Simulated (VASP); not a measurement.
# MoS₂: relaxation with set parts of the cell free, by free to move

MoS₂, P1 (no. 1), 6 atoms in the cell. PBE, constrained relaxation; PAW potentials Mo_sv, S (PBE set).

| Free to move | Volume (Å³/atom) | Pressure in a fresh run at the final cell (GPa) | Pressure printed at the end of the relaxation (GPa) | Ionic steps, all stages | Electronic steps, all stages | Time (s) |
|---|---|---|---|---|---|---|
| atoms | 18.153 | 0.47 | 0.47 | 13 | 102 | 261 |
| atoms, shape and volume | 19.418 | -0.02 | -0.02 | 32 | 258 | 649 |
| atoms and shape at fixed volume | 18.153 | 1.48 | 1.48 | 12 | 110 | 300 |
| shape alone | 18.153 | -2.39 | -2.38 | 9 | 76 | 199 |
| shape and volume | 17.845 | 0.01 | 0.02 | 11 | 100 | 261 |
| volume alone | 17.843 | 0.00 | 0.03 | 7 | 77 | 208 |
| atoms and volume | 18.278 | 0.01 | 0.01 | 15 | 138 | 400 |
| atoms and the z components of the lattice | 19.504 | -0.43 | -0.43 | 25 | 197 | 572 |
| atoms and the x and y components of the lattice | 18.123 | 0.61 | 0.61 | 14 | 114 | 306 |
| atoms and the y and z components of the lattice | 19.396 | 0.05 | 0.05 | 33 | 249 | 678 |

Limits: the start was distorted on purpose (random strain, atoms moved at random), so the space group given is the start's and not the crystal's; the crystal is layered and the functional holds no dispersion, so the layer spacing and the volume aren't physical.

## Input of the first row

INCAR.step1:
```
SYSTEM = MoS2
PREC = Accurate
ENCUT = 350
EDIFF = 1E-6
ISMEAR = 0
SIGMA = 0.05
LREAL = .FALSE.
LASPH = .TRUE.
NELM = 100
ALGO = Normal
LWAVE = .FALSE.
LCHARG = .FALSE.
IBRION = 2
NSW = 80
ISIF = 2
EDIFFG = -0.01
POTIM = 0.5
ISYM = 0
KPAR = 4
```

INCAR.step3, as INCAR.step1 but for:
```
- IBRION = 2
- NSW = 80
- EDIFFG = -0.01
- POTIM = 0.5
+ NSW = 0
```

KPOINTS:
```
k-points
0
Gamma
  6 6 2
```

POSCAR.step1:
```
MoS2
1.0
    3.1799520000     -0.0076300000     -0.0032720000
   -1.5965840000      2.7730960000      0.0157360000
   -0.0127260000      0.0633140000     12.3689300000
Mo S
2 4
Direct
    0.6787630000      0.3409530000      0.7506680000
    0.3221040000      0.6756950000      0.2511020000
    0.6638770000      0.3369050000      0.3777960000
    0.3380060000      0.6609370000      0.8784780000
    0.6547080000      0.3243830000      0.1206220000
    0.3425420000      0.6611270000      0.6213330000
```

POSCAR.step3:
```
MoS2
1.0
    3.1799520000     -0.0076300000     -0.0032720000
   -1.5965840000      2.7730960000      0.0157360000
   -0.0127260000      0.0633140000     12.3689300000
Mo S
2 4
Direct
    0.6744603255      0.3317924867      0.7501449565
    0.3255416102      0.6681960705      0.2498705549
    0.6562455510      0.3287717129      0.3756454980
    0.3401119396      0.6602529216      0.8759110052
    0.6598685541      0.3397210367      0.1240852227
    0.3437720196      0.6712657716      0.6243417628
```

Commands (each step's output is kept before the next begins):
```
cat potpaw_PBE.64/Mo_sv/POTCAR potpaw_PBE.64/S/POTCAR > POTCAR
cp INCAR.step1 INCAR
cp POSCAR.step1 POSCAR
mpirun -np 4 vasp_std > vasp.out
cp CONTCAR POSCAR
mpirun -np 4 vasp_std > vasp.out
cp CONTCAR POSCAR
cp INCAR.step3 INCAR
cp POSCAR.step3 POSCAR
mpirun -np 4 vasp_std > vasp.out
```

Changes of the last row against the first:
```
- ISIF = 2
+ ISIF = 3
+ LATTICE_CONSTRAINTS = .FALSE. .TRUE. .TRUE.
```

VASP 6.6.1 took 261 s on 4 cores (AMD EPYC 7571), a shared host.
